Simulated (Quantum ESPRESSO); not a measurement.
# HfO2 (Fm-3m) in Quantum ESPRESSO: further runs

Runs on HfO2. Level: PBE+U. Tasks: single point.

Program: Quantum ESPRESSO 7.5. These are calculated values, not measurements. Logs are shortened: lines on timing, memory, paths and dates and some standing lists are left out, and cuts for length are marked.

### 1 The structure

The structure is cubic, space group Fm-3m (No. 225). The conventional cell has a = 5.115 Å, b = 5.115 Å, c = 5.115 Å, α = 90.00°, β = 90.00°, γ = 90.00°. Hf (site symmetry m-3m) has 8 O at 2.21 Å as nearest neighbours. O (site symmetry -43m) is surrounded by 4 Hf at 2.21 Å.

Measurements of this composition are mostly on another form, of space group No. 14.

### 2 Single point, PBE+U

pw.in

```
&CONTROL
  calculation = 'scf'
  prefix = 'pwscf'
  outdir = './tmp'
  pseudo_dir = './pseudo'
  tprnfor = .true.
  tstress = .true.
  disk_io = 'nowf'
/
&SYSTEM
  ibrav = 0
  A = 3.61685119
  nat = 3
  ntyp = 2
  ecutwfc = 60
  ecutrho = 440
  nbnd = 22
  occupations = 'smearing'
  smearing = 'fd'
  degauss = 0.00367493
/
&ELECTRONS
  conv_thr = 6d-10
  electron_maxstep = 120
  mixing_beta = 0.3
/
ATOMIC_SPECIES
Hf   178.4900 Hf-sp.oncvpsp.upf
O     15.9990 O.pbe-n-kjpaw_psl.0.1.UPF
CELL_PARAMETERS alat
   0.0000000000    0.7071067804    0.7071067804
   0.7071067804    0.0000000000    0.7071067804
   0.7071067804    0.7071067804    0.0000000000
ATOMIC_POSITIONS alat
Hf     0.0000000000    0.0000000000    0.0000000000
O      1.0606601705    1.0606601705    1.0606601705
O      0.3535533902    0.3535533902    0.3535533902
K_POINTS automatic
9 9 9 0 0 0
HUBBARD {ortho-atomic}
U Hf-5d 2.0
```

Potentials or basis: SSSP 1.3 efficiency PBE.

Command:

```sh
OMP_NUM_THREADS=1 pw.x -in pw.in > pw.out
```

pw.out:

```text
This program is part of the open-source Quantum ESPRESSO suite
     for quantum simulation of materials; please cite
         "P. Giannozzi et al., J. Phys.:Condens. Matter 21 395502 (2009);
         "P. Giannozzi et al., J. Phys.:Condens. Matter 29 465901 (2017);
         "P. Giannozzi et al., J. Chem. Phys. 152 154105 (2020);
     in publications or presentations arising from this work. More details at

     file O.pbe-n-kjpaw_psl.0.1.UPF: wavefunction(s)  2P renormalized
     Message from routine setup:
     using ibrav=0 with symmetry is DISCOURAGED, use correct ibrav instead

     G-vector sticks info
     --------------------
     sticks:   dense  smooth     PW     G-vecs:    dense   smooth      PW
     Sum        1417     769    241                35149    14163    2421

     Using Slab Decomposition

     bravais-lattice index     =            0
     lattice parameter (alat)  =       6.8349  a.u.
     unit-cell volume          =     225.7738 (a.u.)^3
     number of atoms/cell      =            3
     number of atomic types    =            2
     number of electrons       =        24.00
     number of Kohn-Sham states=           22
     kinetic-energy cutoff     =      60.0000  Ry
     charge density cutoff     =     440.0000  Ry
     scf convergence threshold =      6.0E-10
     mixing beta               =       0.3000
     number of iterations used =            8  plain     mixing
     Exchange-correlation= SLA  PW   PBX  PBC
                           (   1   4   3   4   0   0   0)
     Hubbard projectors: ortho-atomic
     Hubbard parameters of DFT+U (Dudarev formulation) in eV:
     U(Hf-5d) =  2.0000

     Internal variables: lda_plus_u =T, lda_plus_u_kind = 0

     Internal variables: orbital_resolved =F, hub_pot_fix =F, apply_U = F

     celldm(1)=   6.834858  celldm(2)=   0.000000  celldm(3)=   0.000000
     celldm(4)=   0.000000  celldm(5)=   0.000000  celldm(6)=   0.000000

     crystal axes: (cart. coord. in units of alat)
               a(1) = (   0.000000   0.707107   0.707107 )
               a(2) = (   0.707107   0.000000   0.707107 )
               a(3) = (   0.707107   0.707107   0.000000 )

     reciprocal axes: (cart. coord. in units 2 pi/alat)
               b(1) = ( -0.707107  0.707107  0.707107 )
               b(2) = (  0.707107 -0.707107  0.707107 )
               b(3) = (  0.707107  0.707107 -0.707107 )

     PseudoPot. # 1 for Hf read from file:
     Hf-sp.oncvpsp.upf
     Pseudo is Norm-conserving + core correction, Zval = 12.0
     Generated using ONCVPSP code by D. R. Hamann
     Using radial grid of 1656 points,  8 beta functions with:
                l(1) =   0
                l(2) =   0
                l(3) =   1
                l(4) =   1
                l(5) =   2
                l(6) =   2
                l(7) =   3
                l(8) =   3

     PseudoPot. # 2 for O  read from file:
     O.pbe-n-kjpaw_psl.0.1.UPF
[... 24 lines left out ...]
                       cart. coord. in units 2pi/alat
        k(    1) = (   0.0000000   0.0000000   0.0000000), wk =   0.0027435
        k(    2) = (   0.0785674   0.0785674  -0.0785674), wk =   0.0219479
        k(    3) = (   0.1571348   0.1571348  -0.1571348), wk =   0.0219479
        k(    4) = (   0.2357023   0.2357023  -0.2357023), wk =   0.0219479
        k(    5) = (   0.3142697   0.3142697  -0.3142697), wk =   0.0219479
        k(    6) = (   0.1571348  -0.0000000   0.0000000), wk =   0.0164609
[... 27 lines left out ...]
        k(   34) = (  -0.0000000  -0.4714045   0.6285394), wk =   0.0658436
        k(   35) = (  -0.0785674  -0.3928371   0.7071068), wk =   0.0658436

     Dense  grid:    35149 G-vectors     FFT dimensions: (  45,  45,  45)

     Smooth grid:    14163 G-vectors     FFT dimensions: (  36,  36,  36)

     Initial potential from superposition of free atoms

     starting charge      23.9981, renormalised to      24.0000

     STARTING HUBBARD OCCUPATIONS:

     =================== HUBBARD OCCUPATIONS ===================
     ------------------------ ATOM    1 ------------------------
     Tr[ns(  1)] =   2.00000
     eigenvalues:
       0.200  0.200  0.200  0.200  0.200
     eigenvectors (columns):
       1.000  0.000  0.000  0.000  0.000
       0.000  1.000  0.000  0.000  0.000
       0.000  0.000  1.000  0.000  0.000
       0.000  0.000  0.000  1.000  0.000
       0.000  0.000  0.000  0.000  1.000
     occupation matrix ns (before diag.):
       0.200  0.000  0.000  0.000  0.000
       0.000  0.200  0.000  0.000  0.000
       0.000  0.000  0.200  0.000  0.000
       0.000  0.000  0.000  0.200  0.000
       0.000  0.000  0.000  0.000  0.200

     Number of occupied Hubbard levels =    2.0000

     Atomic wfc used for Hubbard projectors are orthogonalized

     Starting wfcs are   18 randomized atomic wfcs +    4 random wfcs

     Self-consistent Calculation

     iteration #  1     ecut=    60.00 Ry     beta= 0.30
     Davidson diagonalization with overlap
     ethr =  1.00E-02,  avg # of iterations =  5.8

     =================== HUBBARD OCCUPATIONS ===================
     ------------------------ ATOM    1 ------------------------
     Tr[ns(  1)] =   1.29321
     eigenvalues:
       0.073  0.073  0.167  0.167  0.167
     eigenvectors (columns):
       0.169  0.986  0.000  0.000 -0.000
       0.000  0.000 -0.236 -0.972 -0.007
       0.000  0.000 -0.609  0.154 -0.778
      -0.986  0.169 -0.000 -0.000  0.000
      -0.000 -0.000  0.757 -0.179 -0.628
     occupation matrix ns (before diag.):
[... 74 lines left out ...]
     iteration # 11     ecut=    60.00 Ry     beta= 0.30
     Davidson diagonalization with overlap
     ethr =  5.06E-11,  avg # of iterations =  1.6

     End of self-consistent calculation

     =================== HUBBARD OCCUPATIONS ===================
     ------------------------ ATOM    1 ------------------------
     Tr[ns(  1)] =   2.02625
     eigenvalues:
       0.126  0.126  0.254  0.254  0.254
     eigenvectors (columns):
       0.008 -1.000 -0.000  0.000  0.000
       0.000 -0.000  0.216  0.081 -0.973
       0.000 -0.000  0.659  0.723  0.207
      -1.000 -0.008  0.000 -0.000 -0.000
      -0.000  0.000 -0.720  0.686 -0.102
     occupation matrix ns (before diag.):
       0.126 -0.000 -0.000  0.000  0.000
      -0.000  0.254 -0.000  0.000  0.000
      -0.000 -0.000  0.254  0.000  0.000
       0.000  0.000  0.000  0.126 -0.000
[... 210 lines left out ...]
   -49.4762 -18.2099 -18.1538 -18.0353  -4.5511  -4.5383   6.9347   7.4275
     9.3508   9.7663  10.8822  11.7952  17.1471  17.6413  19.1415  19.3305
    20.4379  24.3341  25.5606  27.8250  27.9709  31.4609

     the Fermi energy is    13.8476 ev

!    total energy              =    -196.50782925 Ry
     estimated scf accuracy    <          3.6E-11 Ry
     smearing contrib. (-TS)   =      -0.00000000 Ry
     internal energy E=F+TS    =    -196.50782925 Ry

     The total energy is F=E-TS. E is the sum of the following terms:
     one-electron contribution =     -27.84466973 Ry
     hartree contribution      =      28.30050200 Ry
     xc contribution           =     -43.59313310 Ry
     ewald contribution        =    -134.46672622 Ry
     Hubbard energy            =       0.11588837 Ry
     one-center paw contrib.   =     -19.01969056 Ry

     convergence has been achieved in  11 iterations

     Forces acting on atoms (cartesian axes, Ry/au):

     atom    1 type  1   force =     0.00000000   -0.00000000   -0.00000000
     atom    2 type  2   force =    -0.00000000    0.00000000   -0.00000000
     atom    3 type  2   force =     0.00000000   -0.00000000    0.00000000

     Total force =     0.000000     Total SCF correction =     0.000000

     Computing stress (Cartesian axis) and pressure

          total   stress  (Ry/bohr**3)                   (kbar)     P=      -17.05
  -0.00011592   0.00000000   0.00000000          -17.05        0.00        0.00
   0.00000000  -0.00011592   0.00000000            0.00      -17.05        0.00
   0.00000000   0.00000000  -0.00011592            0.00        0.00      -17.05

=------------------------------------------------------------------------------=
   JOB DONE.
=------------------------------------------------------------------------------=
```

Wall time 34 s (1 thread of Arm Neoverse V1, shared host); peak memory 0.12 GiB.

What came out:

```
Free energy            : -2673.6252 eV
Pressure               : -1.7 GPa
Band gap on the k mesh : 4.18 eV, indirect (least direct gap 4.29 eV)
```

Levels at points of the mesh, in eV from the valence-band top:
```csv
k point,band 8,band 9,band 10,band 11,band 12,band 13,band 14,band 15,band 16,band 17
"(0.00, 0.00, 0.00)",-5.06,-5.06,-0.56,-0.56,-0.56,4.39,4.39,5.54,10.28,10.28
```

Eigenvalues of the final occupation matrices:
```csv
site,spin,trace,eigenvalues
Hf 1 5d,each,1.01,0.13 0.13 0.25 0.25 0.25
```

Caveat: spin-orbit coupling is left out, which moves the levels of the heavy elements; an odd mesh through Γ misses points on the zone boundary, where band edges often lie.

### 3 Single point, PBE+U

pw.in, as its differences from that of step 2:

```diff
@@ -7,3 +7,3 @@
   tstress = .true.
-  disk_io = 'nowf'
+  disk_io = 'low'
 /
@@ -40,2 +40,2 @@
 HUBBARD {ortho-atomic}
-U Hf-5d 2.0
+U Hf-5d 3.0
```

pp_density.in

```
&INPUTPP
  prefix = 'pwscf'
  outdir = './tmp'
  filplot = 'density.dat'
  plot_num = 0
/
&PLOT
  nfile = 1
  filepp(1) = 'density.dat'
  iflag = 3
  output_format = 6
  fileout = 'density.cube'
/
```

pp_potential.in

```
&INPUTPP
  prefix = 'pwscf'
  outdir = './tmp'
  filplot = 'potential.dat'
  plot_num = 11
/
&PLOT
  nfile = 1
  filepp(1) = 'potential.dat'
  iflag = 3
  output_format = 6
  fileout = 'potential.cube'
/
```

Potentials or basis: SSSP 1.3 efficiency PBE.

Command:

```sh
OMP_NUM_THREADS=1 pw.x -in pw.in > pw.out
OMP_NUM_THREADS=1 pp.x -in pp_density.in > pp_density.out
OMP_NUM_THREADS=1 pp.x -in pp_potential.in > pp_potential.out
```

Run time: 36 s. Hardware: 1 thread of Arm Neoverse V1, shared host; peak memory 0.12 GiB.

The run converged. Its results:

```
Free energy            : -2672.8440 eV
Pressure               : -0.3 GPa
Band gap on the k mesh : 4.35 eV, indirect (least direct gap 4.46 eV)
```

Levels at points of the mesh, in eV from the valence-band top:
```
           k point  band 10  band 11  band 12  band 13  band 14  band 15
(0.00, 0.00, 0.00)    -0.57    -0.57    -0.57     4.66     4.66     5.48
```

Eigenvalues of the final occupation matrices:
| site | spin | trace | eigenvalues |
| --- | --- | --- | --- |
| Hf 1 5d | each | 0.99 | 0.12 0.12 0.25 0.25 0.25 |

Caveat: spin-orbit coupling is left out, which moves the levels of the heavy elements; an odd mesh through Γ misses points on the zone boundary, where band edges often lie.
